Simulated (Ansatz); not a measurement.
# TaN: under pressure

This session takes TaN and sets out to compute its response and put it under pressure.

Program: Ansatz 0.2.0. Level of theory: DFT PBE, scalar-relativistic, plane waves, PAW. These are calculated values, not measurements.

4 further runs of the same task are left out: 4 set aside as unsound or not needed.

**1. The system as given**

Symmetry: Fm-3m, No. 225, cubic system. The conventional cell has a = 4.418 Å, b = 4.418 Å, c = 4.418 Å, α = 90.00°, β = 90.00°, γ = 90.00°. Ta (site symmetry m-3m) is surrounded by 6 N at 2.21 Å. N (site symmetry m-3m) is surrounded by 6 Ta at 2.21 Å.

Coordinates:

```cif
data_structure
_symmetry_space_group_name_H-M 'Fm-3m'
_symmetry_Int_Tables_number 225
_cell_length_a 4.4184
_cell_length_b 4.4184
_cell_length_c 4.4184
_cell_angle_alpha 90.000
_cell_angle_beta 90.000
_cell_angle_gamma 90.000
_cell_volume 86.26
loop_
_atom_site_label
_atom_site_type_symbol
_atom_site_symmetry_multiplicity
_atom_site_Wyckoff_symbol
_atom_site_fract_x
_atom_site_fract_y
_atom_site_fract_z
_atom_site_occupancy
Ta1 Ta 4 b 0.50000 0.00000 0.00000 1
N1 N 4 a 0.00000 0.00000 0.00000 1
```

It is the result of an earlier relaxation at this level (volume 10.78 Å³/atom; gap on the mesh: none (metal)).

**2. The cell under 6 GPa**

At a set pressure the run lowers the enthalpy E + PV, so the energy alone may rise along the way.

File input.yaml:

```yaml
crystal:
  lattice:
    - [0.0, 2.209203451, 2.209203451]
    - [2.209203451, 0.0, 2.209203451]
    - [2.209203451, 2.209203451, 0.0]
  atoms:
    - { symbol: Ta, position: [0.5, 0.5, 0.5] }
    - { symbol: "N", position: [0.0, 0.0, 0.0] }
basis:
  ecutwfc: 420
kpoints:
  mp_grid: { grid: [16, 16, 16] }
hamiltonian:
  xc: pbe
scf:
  occupations: { method: fermi_dirac, width: 0.15 }
output:
  forces: true
  stress: true
  eigenvalues: true
relax:
  adjacent_minimum: "off"
  f_tol: 0.001
  max_steps: 60
  cell: { stress_tol: 0.02, p_target: 6.0 }
```

Command:

```sh
> ansatz run input.yaml --threads 1 --pin off --max-ram 3072MiB --backend cpu --events-out ev --progress --plain --runs-dir out
```

The program printed:

```text
Warning: RAYON_NUM_THREADS=1 ignored (pool sized by the plan → 1); use --threads N
Engine: ansatz 0.2.0, x86_64-unknown-linux-gnu
Pseudopotentials: kind: paw
Pseudopotential: Ta, paw, valence charge 13, recommended cutoff 420 eV (normal), Ta.paw.azcp
Pseudopotential: N, paw, valence charge 5, recommended cutoff 420 eV (normal), N.paw.azcp
Functional definition: PBE
  parameter kappa = 0.804
  parameter beta = 0.06672455060314922
  exchange = pbe_x(kappa = kappa, mu = beta*pi^2/3)
  correlation = pbe_c(beta = beta)
Crystal: 2 atoms, lattice volume = 21.564 Å³
Basis set: ecut = 420 eV, 411 PW (Γ), exchange–correlation on 48×48×48 points (8 copies of the dense FFT grid, shifted against one another)
Bands: 13, of which v1, the nominal top of the filled ones, is band 9 counted from 1 (8 counted from 0)
Symmetry: 48 space group operations
Space group: Fm-3m (ITA 225), of the structure as read, at distance tolerance 2.8e-5 Å
k-points: 145 of 4096
Non-local potential: Ta, projectors of the file, l = 0: 3, l = 1: 2, l = 2: 2, l = 3: 1
Non-local potential: N, projectors of the file, l = 0: 2, l = 1: 2, l = 2: 1
PAW form: soft (Blöchl's): semilocal exchange-correlation on the pseudo side does not see the compensation charge
PAW one-centre angular grid: Ta, 590 points (default); XC on 64 Gauss nodes
PAW one-centre angular grid: N, 110 points (default); XC on 64 Gauss nodes
Initial density: superposition of atomic densities (neutral atoms: chi_scale 0, normalization atom), corrected by the library's trained network
Initial wavefunctions: pseudopotential atomic-orbital guess
Functional: x = pbe(κ = 0.804, μ = 0.2195149727645171), c = pbe(β = 0.06672455060314922)
SCF iter   1: F=—  HF=-10317.948665 eV  |F-HF|=—  |Δ(HF+E_count)|=         —  Δρ=1.77e-3  dr2=3.78e-4  ethr=1.77e-3  ⟨swp⟩=5.1  Hψ=21751  notcnv=0  defer=43
automatic band count: the SCF goes on with 17 bands, as 13 were too few: the levels above may hold too much charge
preconditioner: auto → none  [metal: Δε(μ)=0.014 eV  Ē_g=15.382 eV  σ=0.150 eV  W_gap=0.02  n_scr=8 (ndim 8)  ℏωp=25.3 eV  f_vac=0.000  D(μ)=0.86/eV (n_scr^D=8)  sad-step TF]
SCF iter   2: F=—  HF=-10317.948196 eV  |F-HF|=—  |Δ(HF+E_count)|=   4.69e-4  Δρ=1.02e-3  dr2=1.30e-4  ethr=2.10e-6  ⟨swp⟩=2.2  Hψ=4368  notcnv=0  defer=41
SCF iter   3: F=—  HF=-10317.948303 eV  |F-HF|=—  |Δ(HF+E_count)|=   1.07e-4  Δρ=2.84e-4  dr2=1.45e-5  ethr=7.24e-7  ⟨swp⟩=2.2  Hψ=3096  notcnv=0  defer=41
SCF iter   4: F=—  HF=-10317.948296 eV  |F-HF|=—  |Δ(HF+E_count)|=   7.35e-6  Δρ=1.62e-4  dr2=4.24e-6  ethr=8.04e-8  ⟨swp⟩=1.0  Hψ=2328  notcnv=0  defer=41
iter 5 did not close the SCF: its close was put off for the readings that it lacked (scf_convergence_deferred on its scf_iter line)
SCF iter   5: F=-10317.948295 eV  HF=-10317.948296 eV  |F-HF|=2.38e-8  |Δ(HF+E_count)|=   5.22e-7  Δρ=1.93e-5  dr2=4.25e-8  ethr=2.36e-8  ⟨swp⟩=1.7  Hψ=2708  notcnv=0  defer=41
SCF iter   6: F=-10317.948295 eV  HF=-10317.948296 eV  |F-HF|=1.85e-8  |Δ(HF+E_count)|=   1.89e-9  Δρ=1.50e-5  dr2=2.61e-8  ethr=2.36e-10  ⟨swp⟩=4.5  Hψ=9301  notcnv=0
SCF 1 converged in 6 iterations: F = -10317.948295 eV  dr2 = 2.61e-8
relax step   1: F+E_penalty+E_count = -10317.94829548 eV  Δ(F+E_penalty+E_count) = +0.000e0 eV  max|allowed force component| = 1.597e-29 eV/Å  Δτ_max = 0.0000 Å  P = +0.003 GPa  Ω = 21.564 Å³  (6 SCF iters, dr2 threshold 1.00e-7 eV, accepted)
Crystal: 2 atoms, lattice volume = 21.012 Å³
Bands: 17, of which v1, the nominal top of the filled ones, is band 9 counted from 1 (8 counted from 0)
Initial density: handed on by an earlier stage of this run
Initial wavefunctions: those handed on with the density
iter 1 solved again at ethr=2.17e-5 eV; its pass at ethr=3.10e-3 eV (dr2=3.91e-3 eV) is discarded
SCF iter   1: F=—  HF=-10317.935585 eV  |F-HF|=—  |Δ(HF+E_count)|=         —  Δρ=4.35e-3  dr2=3.93e-3  ethr=2.17e-5  ⟨swp⟩=1.3  Hψ=13869  notcnv=0
preconditioner: auto → none  [metal: Δε(μ)=0.007 eV  Ē_g=15.727 eV  σ=0.150 eV  W_gap=0.01  n_scr=8 (ndim 8)  ℏωp=25.6 eV  f_vac=0.000  D(μ)=0.84/eV (n_scr^D=8)]
SCF iter   2: F=—  HF=-10317.934789 eV  |F-HF|=—  |Δ(HF+E_count)|=   7.96e-4  Δρ=1.68e-3  dr2=6.84e-4  ethr=2.17e-5  ⟨swp⟩=1.0  Hψ=2465  notcnv=0
SCF iter   3: F=—  HF=-10317.934635 eV  |F-HF|=—  |Δ(HF+E_count)|=   1.54e-4  Δρ=2.13e-4  dr2=8.94e-6  ethr=3.80e-6  ⟨swp⟩=1.1  Hψ=2523  notcnv=0
SCF iter   4: F=—  HF=-10317.934631 eV  |F-HF|=—  |Δ(HF+E_count)|=   3.89e-6  Δρ=2.98e-5  dr2=1.46e-7  ethr=4.97e-8  ⟨swp⟩=1.5  Hψ=2742  notcnv=0
iter 5 did not close the SCF: its close was put off for the readings that it lacked (scf_convergence_deferred on its scf_iter line)
SCF iter   5: F=-10317.934631 eV  HF=-10317.934631 eV  |F-HF|=2.73e-10  |Δ(HF+E_count)|=   1.28e-9  Δρ=4.77e-6  dr2=2.74e-9  ethr=8.14e-10  ⟨swp⟩=2.5  Hψ=3526  notcnv=0
SCF iter   6: F=-10317.934631 eV  HF=-10317.934631 eV  |F-HF|=7.46e-11  |Δ(HF+E_count)|=  8.11e-10  Δρ=8.14e-7  dr2=9.47e-11  ethr=1.52e-11  ⟨swp⟩=1.3  Hψ=6357  notcnv=0
SCF 2 converged in 6 iterations: F = -10317.934631 eV  dr2 = 9.47e-11
relax step   2: F+E_penalty+E_count = -10317.93463116 eV  Δ(F+E_penalty+E_count) = +1.366e-2 eV  max|allowed force component| = 6.409e-30 eV/Å  Δτ_max = 0.0000 Å  P = +9.139 GPa  Ω = 21.012 Å³  energy of the carried Pulay correction = +1.731e-3 eV  (6 SCF iters, dr2 threshold 2.00e-7 eV, accepted)
Crystal: 2 atoms, lattice volume = 21.199 Å³
iter 1 solved again at ethr=2.85e-6 eV; its pass at ethr=3.10e-3 eV (dr2=5.13e-4 eV) is discarded
SCF iter   1: F=—  HF=-10317.942906 eV  |F-HF|=—  |Δ(HF+E_count)|=         —  Δρ=1.52e-3  dr2=4.87e-4  ethr=2.85e-6  ⟨swp⟩=2.5  Hψ=13649  notcnv=0
preconditioner: auto → none  [metal: Δε(μ)=0.015 eV  Ē_g=15.598 eV  σ=0.150 eV  W_gap=0.03  n_scr=8 (ndim 8)  ℏωp=25.5 eV  f_vac=0.000  D(μ)=0.85/eV (n_scr^D=8)]
SCF iter   2: F=—  HF=-10317.942808 eV  |F-HF|=—  |Δ(HF+E_count)|=   9.78e-5  Δρ=5.68e-4  dr2=8.05e-5  ethr=2.71e-6  ⟨swp⟩=1.0  Hψ=2465  notcnv=0
SCF iter   3: F=—  HF=-10317.942787 eV  |F-HF|=—  |Δ(HF+E_count)|=   2.12e-5  Δρ=9.22e-5  dr2=1.96e-6  ethr=4.47e-7  ⟨swp⟩=1.0  Hψ=2465  notcnv=0
iter 4 did not close the SCF: its close was put off for the readings that it lacked (scf_convergence_deferred on its scf_iter line)
SCF iter   4: F=-10317.942787 eV  HF=-10317.942787 eV  |F-HF|=1.27e-8  |Δ(HF+E_count)|=   5.02e-7  Δρ=1.29e-5  dr2=2.88e-8  ethr=1.09e-8  ⟨swp⟩=1.3  Hψ=2575  notcnv=0
iter 5 did not close the SCF: its close was put off for the readings that it lacked (scf_convergence_deferred on its scf_iter line)
SCF iter   5: F=-10317.942787 eV  HF=-10317.942787 eV  |F-HF|=4.73e-11  |Δ(HF+E_count)|=   9.07e-9  Δρ=2.65e-6  dr2=8.31e-10  ethr=1.60e-10  ⟨swp⟩=2.1  Hψ=3757  notcnv=0
SCF iter   6: F=-10317.942787 eV  HF=-10317.942787 eV  |F-HF|=2.73e-11  |Δ(HF+E_count)|=  3.84e-10  Δρ=4.91e-7  dr2=3.30e-11  ethr=4.62e-12  ⟨swp⟩=1.1  Hψ=6153  notcnv=0
SCF 3 converged in 6 iterations: F = -10317.942787 eV  dr2 = 3.30e-11
relax step   3: F+E_penalty+E_count = -10317.94278651 eV  Δ(F+E_penalty+E_count) = -8.155e-3 eV  max|allowed force component| = 5.075e-29 eV/Å  Δτ_max = 0.0000 Å  P = +5.913 GPa  Ω = 21.199 Å³  energy of the carried Pulay correction = +1.141e-3 eV  (6 SCF iters, dr2 threshold 2.00e-7 eV, accepted)
[... 15 lines left out ...]
relax step   4: F+E_penalty+E_count = -10317.94261360 eV  Δ(F+E_penalty+E_count) = +1.729e-4 eV  max|allowed force component| = 7.659e-30 eV/Å  Δτ_max = 0.0000 Å  P = +5.999 GPa  Ω = 21.194 Å³  energy of the carried Pulay correction = +1.157e-3 eV  (7 SCF iters, dr2 threshold 1.90e-8 eV, accepted)
[... 16 lines left out ...]
relax step   5: F+E_penalty+E_count = -10317.94152237 eV  Δ(F+E_penalty+E_count) = +1.091e-3 eV  max|allowed force component| = 1.118e-29 eV/Å  Δτ_max = 0.0000 Å  P = +5.917 GPa  Ω = 21.194 Å³  stress off target by 8.33e-2 GPa  SCF on the basis re-selected at this cell (its energy is not comparable with the rows above)  (9 SCF iters)
[... 16 lines left out ...]
relax step   6: F+E_penalty+E_count = -10317.94135470 eV  Δ(F+E_penalty+E_count) = +1.677e-4 eV  max|allowed force component| = 8.382e-30 eV/Å  Δτ_max = 0.0000 Å  P = +6.000 GPa  Ω = 21.189 Å³  energy of the carried Pulay correction = +1.556e-5 eV  (7 SCF iters, dr2 threshold 1.74e-8 eV, accepted)
iter 1 solved again at ethr=3.92e-8 eV; its pass at ethr=3.10e-3 eV (dr2=7.06e-6 eV) is discarded
SCF iter   1: F=—  HF=-10317.941358 eV  |F-HF|=—  |Δ(HF+E_count)|=         —  Δρ=2.65e-7  dr2=5.05e-12  ethr=3.92e-8  ⟨swp⟩=3.3  Hψ=18862  notcnv=0
eigensolver tolerance schedule: the retry pair's looser diagonalisation over-reported the residual by 1399538.61 of it (diagonalisation noise at an unbounded share of the residual, at the tolerance the schedule requests for it); recorded, not acted on — ethr = c·dr2/N_el stays at c = 1.0e-1
SCF iter   2: F=—  HF=-10317.941355 eV  |F-HF|=—  |Δ(HF+E_count)|=   2.97e-6  Δρ=1.28e-7  dr2=1.14e-12  ethr=1.00e-12  ⟨swp⟩=2.8  Hψ=4486  notcnv=0
iter 3 did not close the SCF: its close was put off for the readings that it lacked (scf_convergence_deferred on its scf_iter line)
SCF iter   3: F=-10317.941355 eV  HF=-10317.941355 eV  |F-HF|=7.28e-12  |Δ(HF+E_count)|=  3.64e-12  Δρ=8.57e-8  dr2=5.13e-13  ethr=1.00e-12  ⟨swp⟩=1.0  Hψ=2465  notcnv=0
iter 4 did not close the SCF: its close was put off for the readings that it lacked (scf_convergence_deferred on its scf_iter line)
SCF iter   4: F=-10317.941355 eV  HF=-10317.941355 eV  |F-HF|=0.00e0  |Δ(HF+E_count)|=  3.64e-12  Δρ=5.45e-8  dr2=2.08e-13  ethr=1.00e-12  ⟨swp⟩=1.0  Hψ=2465  notcnv=0
iter 5 did not close the SCF: its close was put off for the readings that it lacked (scf_convergence_deferred on its scf_iter line)
SCF iter   5: F=-10317.941355 eV  HF=-10317.941355 eV  |F-HF|=0.00e0  |Δ(HF+E_count)|=    0.00e0  Δρ=4.19e-8  dr2=1.27e-13  ethr=1.00e-12  ⟨swp⟩=1.0  Hψ=2465  notcnv=0
iter 6 did not close the SCF: its close was put off for the readings that it lacked (scf_convergence_deferred on its scf_iter line)
SCF iter   6: F=-10317.941355 eV  HF=-10317.941355 eV  |F-HF|=3.64e-12  |Δ(HF+E_count)|=  3.64e-12  Δρ=3.67e-8  dr2=9.64e-14  ethr=1.00e-12  ⟨swp⟩=1.0  Hψ=2465  notcnv=0
SCF iter   7: F=-10317.941355 eV  HF=-10317.941355 eV  |F-HF|=3.64e-12  |Δ(HF+E_count)|=  1.82e-12  Δρ=1.67e-8  dr2=2.01e-14  ethr=1.00e-12  ⟨swp⟩=2.0  Hψ=6841  notcnv=0
SCF 7 converged in 7 iterations: F = -10317.941355 eV  dr2 = 2.01e-14
relax step   7: F+E_penalty+E_count = -10317.94135470 eV  Δ(F+E_penalty+E_count) = +0.000e0 eV  max|allowed force component| = 1.157e-29 eV/Å  Δτ_max = 0.0000 Å  P = +5.999 GPa  Ω = 21.189 Å³  stress off target by 7.42e-4 GPa  SCF on the basis re-selected at this cell (its energy is not comparable with the rows above)  (7 SCF iters)
basis re-selected at this cell: Δ(F+E_penalty+E_count) = +0.000e0 eV, ΔP = -0.000 GPa vs the last step (what re-selecting the basis moved, of the pressure what is left beyond the Pulay correction that the steps carried, after the strain that the cell walked since its last selection, with what the two solves' SCF thresholds leave and, on support functions, any second-order correction that the steps lacked; it is no measure of the basis error at this ecutwfc). This SCF's stress stands 7.42e-4 GPa from its target on what of the cell is left free (relax.cell.stress_tol is 2.00e-2 GPa) and its largest allowed force component is 1.16e-29 eV/Å (relax.f_tol is 1.00e-3 eV/Å): within both
SCF converged after 7 iterations
Free energy (F): -10317.941355 eV
Harris-Foulkes:  -10317.941355 eV  (|F-HF|=3.64e-12)
Internal energy: -10317.879771 eV  (E = F + TS)
E sigma→0 (E₀):  -10317.910563 eV
Entropy (-TS):   -0.061584 eV (-30.792 meV/atom)
Fermi energy:    21.786764 eV
--- Per-component energies (eV) ---
  E_band       = -42.731862
  E_kinetic    = 501.738232
  E_local      = -580.863915  (includes V_loc(G=0)·N_el)
  E_nonlocal   = 60.077814
  E_hartree    = 196.039283
  E_xc         = -280.339162
  E_vxc        = -282.931467  (∫ρ·V_xc dr)
  E_paw        = -8524.429039  (= ΣΔE_a)
  E_vpaw       = -132.831345  (= ΣTr[D̂ρ^β])
  E_aug_tail   = 0.000254  (compensation charges beyond the density's cutoff)
  E_ewald      = -1690.103236
  E_smearing   = -0.061584  (= −TS)
  E_closure    = 0.000000  (closes the sum)
  Σ components = -10317.941355   (vs F -10317.941355, Δ=0.00e0)
--- Forces (eV/Å), atoms counted from 1 ---
  atom   1  Ta     0.00000000    -0.00000000    -0.00000000
  atom   2  N     -0.00000000    -0.00000000     0.00000000
  max |Σ_I F_I| component: 2.10e-29 eV/Å
--- Stress (GPa, compression-positive) ---
        5.999258      -0.000000      -0.000000
       -0.000000       5.999258      -0.000000
       -0.000000      -0.000000       5.999258
  P = ⅓ Tr σ = 5.9993 GPa (59.993 kbar)
--- Band table (eV; the first three rows and the last of 145) ---
  k-point 0: bands = ["-47.6642", "-13.9133", "-13.9133", "-13.9133", "2.9136", "17.9498", "17.9498", "17.9498", "19.6850", "19.6850", "19.6850", "21.8755", "21.8755", "23.3205", "30.9631", "45.9240", "45.9240"]
  k-point 1: bands = ["-47.6620", "-13.9490", "-13.9165", "-13.9165", "3.0083", "17.4408", "17.6107", "17.6107", "19.8429", "19.8429", "19.9094", "22.2658", "22.2658", "23.6122", "31.2564", "44.3975", "45.1793"]
  k-point 2: bands = ["-47.6558", "-14.0494", "-13.9256", "-13.9256", "3.2820", "16.4043", "16.9056", "16.9056", "20.2123", "20.2123", "20.2441", "23.2172", "23.2172", "24.3558", "32.0698", "42.1596", "43.5372"]
  k-point 144: bands = ["-47.5876", "-14.4296", "-14.4296", "-14.2277", "4.8168", "14.3121", "14.9842", "14.9842", "21.6021", "21.6021", "25.3891", "25.8950", "26.3706", "31.7629", "33.7142", "33.7142", "37.0035"]
--- Relaxed structure (5 steps of the walk, 5 accepted, 2 SCFs on fresh bases) ---
  F+E_penalty+E_count = -10317.94135470 eV   max|allowed force component| = 1.157e-29 eV/Å   (the final SCF, on the basis selected at the relaxed cell)
  cell:  # Å, volume = 21.1887 Å³
    - [-1.0825675190202779e-33, 2.1962985418881233, 2.1962985418881233]
    - [2.1962985418881233, -2.9169014508626902e-33, 2.1962985418881233]
    - [2.1962985418881233, 2.1962985418881233, -8.152595252632945e-34]
  atoms:
    - { symbol: Ta, position: [0.5, 0.5, 0.5] }
    - { symbol: N, position: [-5.5621107575972675e-36, 6.129673079809196e-36, 4.0864487198538746e-36] }
```

It took 24 s on 1 thread of Intel Xeon Platinum 8259CL at 2.50GHz (Skylake/Cascade Lake), shared host; peak memory 0.41 GiB.

Relaxation path:

| step | energy from step 1 (eV/cell) | largest force component (eV/Å) | pressure (GPa) | volume (Å³) |
| --- | --- | --- | --- | --- |
| 1 | 0.0000 | 0.0000 | 0.00 | 21.56 |
| 2 | 0.0137 | 0.0000 | 9.14 | 21.01 |
| 3 | 0.0055 | 0.0000 | 5.91 | 21.20 |
| 4 | 0.0057 | 0.0000 | 6.00 | 21.19 |
| 5 | 0.0068 | 0.0000 | 5.92 | 21.19 |
| 6 | 0.0069 | 0.0000 | 6.00 | 21.19 |
| 7 | 0.0069 | 0.0000 | 6.00 | 21.19 |

Step 1 is the start. Steps 5, 7 each repeat the geometry before them on a plane-wave basis chosen anew, so the energy can jump there without any move.

Lengths and angles in the start's conventional setting:

«Before» is this run's own start.

|  | before | after | change |
| --- | --- | --- | --- |
| a (Å) | 4.418 | 4.393 | -0.6 % |
| b (Å) | 4.418 | 4.393 | -0.6 % |
| c (Å) | 4.418 | 4.393 | -0.6 % |
| volume (Å³/atom) | 10.78 | 10.59 | -1.7 % |
| shortest distance (Å) | 2.209 | 2.196 | -0.6 % |
| space group (0.01 Å) | Fm-3m | Fm-3m | same |

The run keeps the 48 symmetry operations of the start, so it could not have lowered the symmetry.

[end of part 1 of 2]
